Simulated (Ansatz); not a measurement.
Crystal: MnO2.

```
CELL_PARAMETERS angstrom
2.85658 0.00000 0.00000
-1.42829 2.47387 0.00000
0.00000 0.00000 4.60137
ATOMIC_POSITIONS crystal
Mn 0.00000 0.00000 0.50000
O 0.33333 0.66667 0.70629
O 0.66667 0.33333 0.29371
```

Measurements of this composition are mostly on another form, of space group No. 136.

Program: Ansatz 0.2.0. Alike in all runs: task single point; potentials or basis Ansatz PAW; spin collinear, ferromagnetic start; cell as given; k mesh 6 × 6 × 4; cutoff (eV) 500; smearing fermi-dirac 0.05 eV; the mesh is coarse, so values aren't converged.

**Question.** Order these runs on this cell by their pressure, lowest first.
A. level r2SCAN0 form with a typed share of exact exchange; share of exact exchange 0.35
B. level r2SCAN0; share of exact exchange 0.25
C. level r2SCAN0 form with a typed share of exact exchange; share of exact exchange 0
D. level r2SCAN0 form with a typed share of exact exchange; share of exact exchange 0.5
E. level r2SCAN0 form with a typed share of exact exchange; share of exact exchange 0.1

**Answer.** D (-11.1 GPa), A (-8.2 GPa), B (-6.2 GPa), E (-3.0 GPa), C (-0.7 GPa).

Caveats: all runs use coarse meshes; the magnetic or orbital state may not be the lowest; a cell with one magnetic atom can't hold antiferromagnetic order, which such compounds often take; the PAW data sets come from PBE, with cores solved anew for the run's functional, which leaves a small shift of forces and pressure; the thresholds are loose for stress (some runs).
